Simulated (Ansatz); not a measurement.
# CaO (Fm-3m) in Ansatz: settings compared

One crystal, CaO, is run at these levels: PBE, PBEsol; tasks: Born charges and dielectric tensor, elastic constants.

All numbers are computed with Ansatz 0.2.0; they aren't measurements. Logs are shortened: lines on timing, memory, paths and dates and some standing lists are left out, and cuts for length are marked.

### Step 1. The structure

Symmetry: Fm-3m, No. 225, cubic system. Conventional cell: a = 4.807 Å, b = 4.807 Å, c = 4.807 Å, α = 90.00°, β = 90.00°, γ = 90.00°. Around Ca (site symmetry m-3m) lie 6 O at 2.40 Å. O (site symmetry m-3m) has 6 Ca at 2.40 Å as nearest neighbours.

The cell is a database's computed one.

### Step 2. Born charges and dielectric tensor, PBE

The input, input.yaml:

```yaml
crystal:
  lattice:
    - [0.0, 2.403555696, 2.403555696]
    - [2.403555696, 0.0, 2.403555696]
    - [2.403555696, 2.403555696, 0.0]
  atoms:
    - { symbol: Ca, position: [0.0, 0.0, 0.0] }
    - { symbol: O, position: [0.5, 0.5, 0.5] }
kpoints:
  mp_grid: { grid: [10, 10, 10] }
scf:
  occupations: { method: fixed }
hamiltonian:
  xc: pbe
  pseudopotentials: { kind: all_electron, datasets: crystal }
output: {}
dielectric: {}
```

Potentials or basis: all-electron PAW datasets made for the crystal.

Started as:

```console
$ ansatz run input.yaml --threads 1 --pin off --max-ram 3072MiB --backend cpu --events-out ev --progress --plain --runs-dir out
```

Log:

```text
Warning: RAYON_NUM_THREADS=1 ignored (pool sized by the plan → 1); use --threads N
hamiltonian.pseudopotentials.datasets: crystal makes datasets for this crystal and solves the spheres of its atoms anew in each pass: cutoff 340.0 eV, the density's 1360.0 eV; for an error of 0.50 meV an atom under PBE, 1.0 meV for the cell; an energy difference from a run of another recipe may be off by several times the error for the cell, under r2SCAN by more, where some 0.1 meV an atom stays at smaller errors; in a run that uses the all-electron wave functions in the spheres, carries its plane waves along with the cell (elastic.basis: deformed) or is on a recipe of such a run or, without exact exchange, of a hybrid, they include no finite-basis correction of the energy (for plane waves above the cutoff): energies differ from those of runs with it by up to 1.1 meV an atom at a dataset_error of 0.2 meV (4 under r2SCAN), and by more at a larger error or with an open f shell (one dataset_recipe, of a run without it, keeps both alike, but for a hybrid, which always has it); O in spheres of 1.090 Å, 6 of its electrons in bands; Ca in spheres of 1.307 Å, 10 of its electrons in bands
Engine: ansatz 0.2.0, aarch64-unknown-linux-gnu
Pseudopotentials: kind: all_electron
Pseudopotential: Ca, paw, valence charge 10, recommended cutoff 340 eV (normal), crystal/all_electron/pbe/scalar/gaussian/Ca, Koelling and Harmon's equation, gaussian nucleus
Pseudopotential: O, paw, valence charge 6, recommended cutoff 340 eV (normal), crystal/all_electron/pbe/scalar/gaussian/O, Koelling and Harmon's equation, gaussian nucleus
Functional definition: PBE
  parameter kappa = 0.804
  parameter beta = 0.06672455060314922
  exchange = pbe_x(kappa = kappa, mu = beta*pi^2/3)
  correlation = pbe_c(beta = beta)
davidson cushion auto → on  (no smearing: the cushion is to keep the highest requested band from converging to the state above it; pin scf.eigensolver.cushion to override)
Crystal: 2 atoms, lattice volume = 27.771 Å³
Basis set: ecut = 340 eV, 411 PW (Γ), exchange–correlation on 48×48×48 points (8 copies of the dense FFT grid, shifted against one another)
Bands: 12, of which v1, the nominal top of the filled ones, is band 8 counted from 1 (7 counted from 0)
Symmetry: 48 space group operations
k-points: 102 of 1000 (irreducible under 8 space group operations, time reversal used)
Non-local potential: Ca, projectors of the file, l = 0: 2, l = 1: 2, l = 2: 2
Non-local potential: O, projectors of the file, l = 0: 2, l = 1: 2
PAW form: soft (Blöchl's): semilocal exchange-correlation on the pseudo side does not see the compensation charge
PAW one-centre angular grid: Ca, 110 points (default); XC on its mesh's 1951 points in the sphere
PAW one-centre angular grid: O, 110 points (default); XC on its mesh's 1973 points in the sphere
Initial density: superposition of atomic densities (neutral atoms: chi_scale 0, normalization atom)
Initial wavefunctions: pseudopotential atomic-orbital guess
Functional: x = pbe(κ = 0.804, μ = 0.2195149727645171), c = pbe(β = 0.06672455060314922)
iter 1 solved again at ethr=4.17e-2 eV; its pass at ethr=1.00e-1 eV (dr2=6.68e0 eV) is discarded
SCF iter   1: F=—  HF=-20567.820798 eV  |F-HF|=—  |Δ(HF+E_count)|=         —  Δρ=1.45e-1  dr2=6.61e0  ethr=4.17e-2  ⟨swp⟩=2.1  Hψ=7533  notcnv=0
preconditioner: auto → none  [insulator: Δε(μ)=6.460 eV  Ē_g=19.246 eV  n_scr=8 (ndim 8)  ℏωp=26.4 eV  f_vac=0.000  ε∞_Penn≈2.9]
SCF iter   2: F=—  HF=-20567.253078 eV  |F-HF|=—  |Δ(HF+E_count)|=   5.68e-1  Δρ=1.38e-1  dr2=4.26e0  ethr=4.13e-2  ⟨swp⟩=3.1  Hψ=3520  notcnv=0  defer=1
iter 3 solved again at ethr=1.04e-3 eV; its pass at ethr=2.66e-2 eV (dr2=1.67e-1 eV) is discarded
SCF iter   3: F=—  HF=-20566.264803 eV  |F-HF|=—  |Δ(HF+E_count)|=   9.88e-1  Δρ=2.06e-2  dr2=1.69e-1  ethr=1.04e-3  ⟨swp⟩=2.1  Hψ=5939  notcnv=0
SCF iter   4: F=—  HF=-20566.290744 eV  |F-HF|=—  |Δ(HF+E_count)|=   2.59e-2  Δρ=1.35e-2  dr2=6.11e-2  ethr=1.04e-3  ⟨swp⟩=3.0  Hψ=3416  notcnv=0
SCF iter   5: F=—  HF=-20566.278258 eV  |F-HF|=—  |Δ(HF+E_count)|=   1.25e-2  Δρ=5.93e-3  dr2=1.29e-2  ethr=3.82e-4  ⟨swp⟩=2.0  Hψ=3367  notcnv=0  defer=1
SCF iter   6: F=—  HF=-20566.275170 eV  |F-HF|=—  |Δ(HF+E_count)|=   3.09e-3  Δρ=1.08e-3  dr2=4.19e-4  ethr=8.05e-5  ⟨swp⟩=3.0  Hψ=3037  notcnv=0  defer=2
SCF iter   7: F=—  HF=-20566.275056 eV  |F-HF|=—  |Δ(HF+E_count)|=   1.14e-4  Δρ=4.98e-5  dr2=4.91e-7  ethr=2.62e-6  ⟨swp⟩=3.0  Hψ=3631  notcnv=0
SCF iter   8: F=—  HF=-20566.275058 eV  |F-HF|=—  |Δ(HF+E_count)|=   1.77e-6  Δρ=7.99e-6  dr2=1.62e-8  ethr=3.07e-9  ⟨swp⟩=3.0  Hψ=4266  notcnv=0
SCF iter   9: F=-20566.275058 eV  HF=-20566.275058 eV  |F-HF|=3.64e-12  |Δ(HF+E_count)|=   2.88e-9  Δρ=3.50e-7  dr2=2.83e-11  ethr=1.01e-10  ⟨swp⟩=2.9  Hψ=3050  notcnv=0
SCF 1 converged in 9 iterations: F = -20566.275058 eV  dr2 = 2.83e-11
the response reads at least the filled bands of the reference SCF and the lowest empty band at each k-point, and that SCF's band table does not vouch for those bands. The notice of the band table in this run's record says why
NSCF: frozen V_eff on 2 k-points
DFPT response loops at Γ: preconditioner auto → none (the input reference at scf.mixing.eps_inf says where Resta's filter doesn't serve); β = 0.50; Broyden in place of MSR1
SCF converged after 9 iterations
Free energy (F): -20566.275058 eV
Harris-Foulkes:  -20566.275058 eV  (|F-HF|=3.64e-12)
Internal energy: -20566.275058 eV  (E = F + TS)
E sigma→0 (E₀):  -20566.275058 eV
Past the cutoff: waves up to 1.5 times it would add -0.000118 eV an atom, which no energy here includes
By the cutoff:   a pressure is off by up to 0.012 GPa (6 times that energy over an atom's volume, and 0.004 GPa: a bound that held against runs at twice the plane waves)
Past the cutoffs: a stress includes 0.0024 GPa for waves and charges beyond them
In the spheres:  the bands' charges fall short by 8.0e-7 e at most (sound up to 1e-3)
Fermi energy:    8.150429 eV
--- Per-component energies (eV) ---
  E_band       = -93.633596
  E_kinetic    = 248.524671
  E_local      = -553.881944  (includes V_loc(G=0)·N_el)
  E_nonlocal   = -18.308958
  E_hartree    = 301.043337
  E_xc         = -110.341394
  E_vxc        = -143.282089  (∫ρ·V_xc dr)
  E_paw        = -20754.651410  (= ΣΔE_a)
  E_vpaw       = -1679.874678  (= ΣTr[D̂ρ^β])
  E_ewald      = -1129.762138
  E_smearing   = -0.000000  (= −TS)
  E_closure    = 1451.102779  (closes the sum)
  Σ components = -20566.275058   (vs F -20566.275058, Δ=0.00e0)
  The terms above E_closure are by the made datasets' own strengths, without shells solved beside the bands.
--- Band table (eV; the first three rows and the last of 102) ---
  k-point 0: bands = ["-29.4941", "-10.2560", "-10.2560", "-10.2560", "-7.3642", "8.1504", "8.1504", "8.1504", "12.8774", "14.3842", "14.3842", "14.3842"]
  k-point 1: bands = ["-29.4845", "-10.3954", "-10.2612", "-10.2612", "-7.2185", "7.7920", "8.0128", "8.0128", "13.3341", "14.3501", "14.5543", "14.5543"]
  k-point 2: bands = ["-29.4591", "-10.7123", "-10.2747", "-10.2747", "-6.8843", "7.0257", "7.6824", "7.6824", "14.2601", "14.4907", "15.0241", "15.0241"]
  k-point 101: bands = ["-29.3608", "-10.7276", "-10.6626", "-10.6127", "-6.7814", "6.9533", "6.9909", "7.2342", "13.6757", "15.2852", "16.5196", "17.6868"]
--- Dielectric response (ions clamped): 1 representative field direction + reference, on 102 of 1000 k-points (Σ response iterations 8) ---
  k mesh reduced under 8 symmetry operations, with k and −k counted as one. Each operation leaves every solved perturbation unchanged. A smaller set is not considered because the run solves the response to a homogeneous field
  ε∞ (high-frequency dielectric tensor):
        3.791966     0.000000    -0.000000
        0.000000     3.791966    -0.000000
        0.000000     0.000000     3.791966
  Born effective charges Z* (e; rows j = field, columns β = displacement):
    site 0:
         2.35535    0.00000   -0.00000
         0.00000    2.35535    0.00000
         0.00000   -0.00000    2.35535
    site 1:
        -2.35535   -0.00000    0.00000
        -0.00000   -2.35535   -0.00000
         0.00000    0.00000   -2.35535
  Z* charge neutrality: 2.746e-5 e pre-enforcement
  k-mesh period / interband length: 34.0 Å / 1.38 Å = 24.60 at k = (0.0000, 0.0000, 0.0000), direct gap 4.727 eV — 14 or more, which is no proof of convergence
```

Run time: 27 s. Hardware: 1 thread of Arm Neoverse V1, shared host; peak memory 0.71 GiB.

What came out:

```
Free energy                             : -20566.2751 eV
Band gap on the k mesh                  : 3.65 eV, indirect (least direct gap 4.03 eV)
Electronic dielectric tensor (diagonal) : 3.79
Born charges (mean of the diagonal)     : Ca +2.36; O -2.36 e
```

Levels at points of the mesh, in eV from the valence-band top:
| k point | band 6 | band 7 | band 8 | band 9 | band 10 | band 11 |
| --- | --- | --- | --- | --- | --- | --- |
| (0.00, 0.00, 0.00) | 0.00 | 0.00 | 0.00 | 4.73 | 6.23 | 6.23 |
| (0.00, 0.00, -0.50) | -2.62 | -1.19 | -1.19 | 7.06 | 8.36 | 8.36 |
| (0.00, -0.50, -0.50) | -1.30 | -0.37 | -0.37 | 3.65 | 8.05 | 8.89 |
| (-0.50, 0.00, -0.50) | -1.30 | -0.37 | -0.37 | 3.65 | 8.05 | 8.89 |

Electronic dielectric tensor:
```
3.79 0.00 0.00
0.00 3.79 0.00
0.00 0.00 3.79
```

Born effective charge tensors (e):
atom 1, Ca
```
2.36 0.00 0.00
0.00 2.36 0.00
0.00 0.00 2.36
```
atom 2, O
```
-2.36  0.00  0.00
 0.00 -2.36  0.00
 0.00  0.00 -2.36
```

Caveat: the program warned that the printed levels may be off, so bands, gaps and densities of states are rough. Expect the measured gap to be larger: semilocal functionals such as PBE lack the derivative discontinuity.

### Step 3. Elastic constants, PBEsol

The input, input.yaml:

```yaml
crystal:
  lattice:
    - [0.0, 2.403555696, 2.403555696]
    - [2.403555696, 0.0, 2.403555696]
    - [2.403555696, 2.403555696, 0.0]
  atoms:
    - { symbol: Ca, position: [0.0, 0.0, 0.0] }
    - { symbol: O, position: [0.5, 0.5, 0.5] }
kpoints:
  mp_grid: { grid: [7, 7, 7] }
scf:
  occupations: { method: fermi_dirac, width: 0.05 }
hamiltonian:
  xc: pbesol
  pseudopotentials: { kind: all_electron, lapw: { basis_error: 0.001 } }
output:
  forces: true
  stress: true
elastic:
  mode: clamped_ion
  stencil: two_point
```

Potentials or basis: all-electron LAPW, scalar-relativistic.

Started as:

```console
$ ansatz run input.yaml --threads 1 --pin off --max-ram 3072MiB --backend cpu --events-out ev --progress --plain --runs-dir out
```

Wall time 24 s (1 thread of Arm Neoverse V1, shared host); peak memory 0.31 GiB.

The run converged. Its results:

```yaml
Free_energy: -20536.6721 eV
Pressure: -2.7 GPa
Band_gap_on_the_k_mesh: 3.65 eV, indirect (least direct gap 4.02 eV)
Clamped-ion_elastic_constants_C11_C12_C44: 201, 55, 77 GPa
Voigt_bulk_modulus: 103 GPa
```

Levels at points of the mesh, in eV from the valence-band top:
| k point | band 9 | band 10 | band 11 | band 12 | band 13 | band 14 | band 15 | band 16 |
| --- | --- | --- | --- | --- | --- | --- | --- | --- |
| (0.00, 0.00, 0.00) | -15.43 | 0.00 | 0.00 | 0.00 | 4.57 | 6.21 | 6.21 | 6.21 |

Elastic tensor in Voigt notation (GPa, ions clamped, in the Cartesian axes of the cell as first typed):
```
201  55  55   0   0   0
 55 201  55   0   0   0
 55  55 201   0   0   0
  0   0   0  77   0   0
  0   0   0   0  77   0
  0   0   0   0   0  77
```

Caveat: an odd mesh through Γ misses points on the zone boundary, where band edges often lie. As with any semilocal functional, this PBEsol gap is likely too small.
